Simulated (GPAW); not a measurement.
# C (Fd-3m) in GPAW: equation of state with PBEint

Aim: the equation of state of C with PBEint.

All numbers are computed with GPAW 26.7.0; they aren't measurements. Logs are shortened: lines on timing, memory, paths and dates and some standing lists are left out, and cuts for length are marked. The log counts tension as positive stress, the text compression.

**The experiment to reproduce.**

From “Equation of state of cubic boron nitride at high pressures and temperatures”, 2007, arxiv:cond-mat/0702656, for a bulk crystal of C: bulk modulus 442 ± 5 GPa.

How close the calculation comes is told below.

## 1. Starting point

The structure is cubic, space group Fd-3m (No. 227). The conventional cell has a = 3.567 Å, b = 3.567 Å, c = 3.567 Å, α = 90.00°, β = 90.00°, γ = 90.00°. C (site symmetry -43m) is surrounded by 4 C at 1.54 Å.

This isn't the form of C at room conditions, which is graphite.

## 2. Equation of state, PBEint

run.py

```python
from ase.eos import EquationOfState
from ase.io import Trajectory, read
from ase.units import GPa
from gpaw import GPAW, PW, setup_paths

setup_paths.insert(0, '.')

atoms = read('POSCAR')

traj = Trajectory('eos.traj', 'w')
volumes, energies = [], []
for x in [0.94, 0.96, 0.98, 1.0, 1.02, 1.04, 1.06]:
    a = atoms.copy()
    a.set_cell(atoms.cell * x**(1 / 3), scale_atoms=True)
    calc = GPAW(mode=PW(800),
                xc='GGA_X_PBEINT+GGA_C_PBEINT',
                kpts={'size': (10, 10, 10), 'gamma': True},
                occupations={'name': 'fermi-dirac', 'width': 0.05},
                nbands=11,
                convergence={'density': 1e-05, 'energy': 1e-05},
                maxiter=150,
                txt=f'eos-{x:.2f}.txt')
    a.calc = calc
    energies.append(a.get_potential_energy(force_consistent=True))
    volumes.append(a.get_volume())
    p = -a.get_stress()[:3].mean() / GPa
    calc.write(f'eos-{x:.2f}.gpw')
    traj.write(a)
    print(f'{x:.2f} {volumes[-1]:10.4f} A^3 {energies[-1]:14.6f} eV {p:9.3f} GPa', flush=True)

v0, e0, B = EquationOfState(volumes, energies, eos='birchmurnaghan').fit()
print(f'V0 = {v0:.4f} A^3, E0 = {e0:.6f} eV, B0 = {B / GPa:.2f} GPa')
```

POSCAR

```
C
1.0
    0.0000000000      1.7833700000      1.7833700000
    1.7833700000      0.0000000000      1.7833700000
    1.7833700000      1.7833700000      0.0000000000
C
2
Direct
    0.7500000000      0.7500000000      0.7500000000
    0.5000000000      0.5000000000      0.5000000000
```

Potentials or basis: PAW data sets generated in the run's folder for this functional, pw.

The run is started by

```console
gpaw-setup -f GGA_X_PBEINT+GGA_C_PBEINT C
OMP_NUM_THREADS=1 python run.py
```

Log:

```text
__  _  _
 | _ |_)|_||  |
 |__||  | ||/\| - 26.7.0

Input parameters:
  mode=PW(ecut=800.0),
  convergence={'density': 1e-05, 'energy': 1e-05},
  kpts=MonkhorstPack(size=(10, 10, 10), gamma=True),
  maxiter=150,
  nbands=11,
  occupations=Occupations(name='fermi-dirac', width=0.05),
  xc=XC(name='GGA_X_PBEINT+GGA_C_PBEINT')

Diagonalizing LCAO Hamiltonian
Converting LCAO to pw mode

          C
       C

Atoms  # Å, Bohr magnetons
|   | symbol |        x |        y |        z |    initial magnetic moments |
|---|--------|----------|----------|----------|-----------------------------|
| 0 |      C | 2.620447 | 2.620447 | 2.620447 | ( 0.0000,  0.0000,  0.0000) |
| 1 |      C | 1.746964 | 1.746964 | 1.746964 | ( 0.0000,  0.0000,  0.0000) |

Unit cell  # Å
| periodic |        x |        y |        z |  lengths |    angles |
|----------|----------|----------|----------|----------|-----------|
|      yes | 0.000000 | 1.746964 | 1.746964 | 2.470581 | 60.000000 |
|      yes | 1.746964 | 0.000000 | 1.746964 | 2.470581 | 60.000000 |
|      yes | 1.746964 | 1.746964 | 0.000000 | 2.470581 | 60.000000 |

Number of symmetries: 24
Symmetry operations  # r_c * U_cc + t_c -> r_c
|    | kind |            matrix            |
|----|------|------------------------------|
|  0 |  E   |  1, 0, 0,  0, 1, 0,  0, 0, 1 |
|  1 |  σ   |  1, 0, 0,  0, 0, 1,  0, 1, 0 |
|  2 |  σ   |  1, 0,-1,  0, 1,-1,  0, 0,-1 |
|  3 |  C3  |  1, 0,-1,  0, 0,-1,  0, 1,-1 |
|  4 |  C3  |  1,-1, 0,  0,-1, 1,  0,-1, 0 |
|  5 |  σ   |  1,-1, 0,  0,-1, 0,  0,-1, 1 |
|  6 |  σ   |  0, 1, 0,  1, 0, 0,  0, 0, 1 |
|  7 |  C3  |  0, 1, 0,  0, 0, 1,  1, 0, 0 |
|  8 |  C2  |  0, 1,-1,  1, 0,-1,  0, 0,-1 |
|  9 |  S4  |  0, 1,-1,  0, 0,-1,  1, 0,-1 |
| 10 |  C3  |  0, 0, 1,  1, 0, 0,  0, 1, 0 |
| 11 |  σ   |  0, 0, 1,  0, 1, 0,  1, 0, 0 |
| 12 |  S4  |  0, 0,-1,  1, 0,-1,  0, 1,-1 |
| 13 |  C3  |  0, 0,-1,  0, 1,-1,  1, 0,-1 |
| 14 |  S4  |  0,-1, 1,  1,-1, 0,  0,-1, 0 |
| 15 |  C2  |  0,-1, 1,  0,-1, 0,  1,-1, 0 |
| 16 |  C3  |  0,-1, 0,  1,-1, 0,  0,-1, 1 |
| 17 |  S4  |  0,-1, 0,  0,-1, 1,  1,-1, 0 |
| 18 |  S4  | -1, 1, 0, -1, 0, 1, -1, 0, 0 |
| 19 |  C3  | -1, 1, 0, -1, 0, 0, -1, 0, 1 |
| 20 |  C3  | -1, 0, 1, -1, 1, 0, -1, 0, 0 |
| 21 |  S4  | -1, 0, 1, -1, 0, 0, -1, 1, 0 |
| 22 |  σ   | -1, 0, 0, -1, 1, 0, -1, 0, 1 |
| 23 |  C2  | -1, 0, 0, -1, 0, 1, -1, 1, 0 |

BZ-sampling:
  Number of BZ points: 1000
  Number of IBZ points: 47

  Monkhorst-Pack size: [10, 10, 10]
  Monkhorst-Pack shift: [0.05, 0.05, 0.05]

K-points  # in reciprocal-cell coordinates
|     |                                coordinates |     weight |
|-----|--------------------------------------------|------------|
|   0 | (  0.00000000,   0.00000000,   0.00000000) | 0.00100000 |
|   1 | (  0.10000000,   0.10000000,   0.00000000) | 0.00600000 |
|   2 | (  0.10000000,   0.10000000,   0.10000000) | 0.00800000 |
|   3 | (  0.20000000,   0.10000000,   0.10000000) | 0.01200000 |
|   4 | (  0.20000000,   0.20000000,   0.00000000) | 0.00600000 |
|   5 | (  0.20000000,   0.20000000,   0.10000000) | 0.02400000 |
|   6 | (  0.20000000,   0.20000000,   0.20000000) | 0.00800000 |
|   7 | (  0.30000000,   0.20000000,   0.10000000) | 0.02400000 |
|   8 | (  0.30000000,   0.20000000,   0.20000000) | 0.02400000 |
|   9 | (  0.30000000,   0.30000000,   0.00000000) | 0.00600000 |
| ... |                                            |            |
|  46 | (  0.50000000,   0.50000000,   0.50000000) | 0.00400000 |

Plane wave coefficients: 568
Cutoff: 800.0 eV

Spin-components: 1 (collinear spins)
Bands:           11
Projectors:      10
Spin-degeneracy: 2
Datatype:        complex128

Parallelization:
  kpt:    1
  domain: 1
  band:   1

Density:
  Valence electrons: 8.0
  Components: 1
  Grid points: [18 18 18]
  Charge: 0.0  # |e|

Potential:
  Grid points: [18 18 18]

species:
  C:
    name:    Carbon
    Z:       6.0
    valence: 4
    core:    2
    charge:  0.0  # [|e|]
    compensation charges:
      type: gauss
      rc: 0.20  # [Å]
      lmax: 2
    cutoffs:
      filter: 1.14  # [Å]
      core: 1.14  # [Å]
    projectors
    | kind |    occ | energy [eV] | rcut [Å] |
    |------|--------|-------------|----------|
    |   2s |  2.000 |     -13.658 |    0.635 |
    |   2p |  2.000 |      -5.186 |    0.635 |
    |    s |        |      13.554 |    0.635 |
    |    p |        |      22.025 |    0.635 |
    |    d |        |       0.000 |    0.635 |

    Using partial waves for C as LCAO basis

Reference energy: -2047.327966  # eV

eigensolver:
  PPCG
  Converge bands: occupied
  niter=2

density mixing:
  MSR1-Mixer
  Pratt-step length: 0.05
  Maximum mixing coefficient: 0.75
  Old densities: 10
  SVD Regularization: 0.005
  Good broyden scale: 1.0
  Trust region scale: 1.0
  Backstep threshold: 4.0
  History deletion threshold: 6.0
  Fourier metric: weight=20.0, sigma=0.015

occupation numbers:
  Fermi-Dirac:
    width: 0.0500  # eV

poisson solver:
  ecut: 6400.0  # eV

xc functional:
  name: GGA_X_PBEINT+GGA_C_PBEINT with 2 nearest neighbor stencil

convergence criteria:
- Maximum integral of absolute [dens]ity change: 1e-05 electrons / valence electron
- Maximum [total energy] change in last 3 cyles: 1e-05 eV / valence electron
- Maximum integral of absolute [eigenst]ate change: 4e-08 eV^2 / valence electron
maximum number of iterations: 150

SCF iterations
|iter     | |      energy | eigst |  dens |
|---------|-|-------------|-------|-------|
|iter:   1| |  -19.377728 | +0.16 |       |
|iter:   2| |  -19.292049 | -2.78 | -0.79 |
|iter:   3| |  -18.757579 | -1.48 | -0.82 |
|iter:   4| |  -18.749824 | -2.63 | -1.49 |
|iter:   5| |  -18.750395 | -4.41 | -2.24 |
|iter:   6| |  -18.750400 | -6.20 | -3.33 |
|iter:   7| |  -18.750400c| -7.69c| -4.05 |
|iter:   8| |  -18.750400c| -8.54c| -5.31c|

Converged in 8 steps
Energy contributions relative to reference atoms: (reference = -2047.327966)

Energy contributions:
  Kinetic:          23.270443
  Coulomb:         -20.771260
  Zero:              0.042944
  External:          0.000000
  Xc:              -21.292527
  Entropy:          -0.000000
  Spinorbit:         0.000000
  ----------------------------
  Free energy:     -18.750400
  Extrapolated:    -18.750400

dipole moment: (2.139810, 2.139810, 2.139810)  # |e|*Ang

Fermi level: 15.038
Eigenvalues  # (at kpt = [0.000, 0.000, 0.000])
| band index |      eig [eV] | occ [0-2] |
|------------|---------------|-----------|
|          0 |        -9.249 |     2.000 |
|          1 |        13.191 |     2.000 |
|          2 |        13.191 |     2.000 |
|          3 |        13.191 |     2.000 |
|          4 |        18.895 |     0.000 |
|          5 |        18.895 |     0.000 |
|          6 |        18.895 |     0.000 |
|          7 |        27.956 |     0.000 |
|          8 |        32.985 |     0.000 |
|          9 |        40.335 |     0.000 |
|         10 |        41.007 |     0.000 |

Gap: 4.134 eV
Transition (v -> c):
  (s=0, k=0, n=3, [0.00, 0.00, 0.00]) -> (s=0, k=24, n=4, [0.40, 0.40, 0.00])
Direct/indirect transitions are different
Direct gap: 5.705 eV
Transition at: (s=0, k=0, n=3, [0.00, 0.00, 0.00])

Stress tensor  # eV/Ang^3
|         x |         y |         z |
|-----------|-----------|-----------|
| -0.175074 | -0.000000 |  0.000000 |
| -0.000000 | -0.175074 |  0.000000 |
|  0.000000 |  0.000000 | -0.175074 |

# Writing to eos-0.94.gpw (mode='')
```

It took 57 s on 1 thread of Arm Neoverse V1, shared host; peak memory 0.18 GiB.

What came out:

```
Equilibrium volume                      : 5.65 Å³/atom
Bulk modulus                            : 444 GPa
Pressure derivative of the bulk modulus : 3.7
```

Energy against volume, from the lowest point:
```
volume (Å³/atom)  energy (meV/atom)
           5.332              27.59
           5.445              11.09
           5.558               2.15
           5.672               0.00
           5.785               4.05
           5.899              13.81
           6.012              28.67
```

## 3. Comparison with measurements

Step 2. Measured bulk modulus of C: 442 GPa (quoted in “Equation of state of cubic boron nitride at high pressures and temperatures”, 2007, arxiv:cond-mat/0702656). This calculation gives 444 GPa (+0.5 %). 3 values of this kind are on record (442 to 444.8 GPa); this one was drawn at random among those near their median, those with a stated uncertainty first. The fit is for a static lattice scaled at fixed shape and fixed fractional positions. The cell as given is a measured one (5.67 Å³/atom); PBEint puts the equilibrium volume -0.3 % from it, thermal expansion not counted.
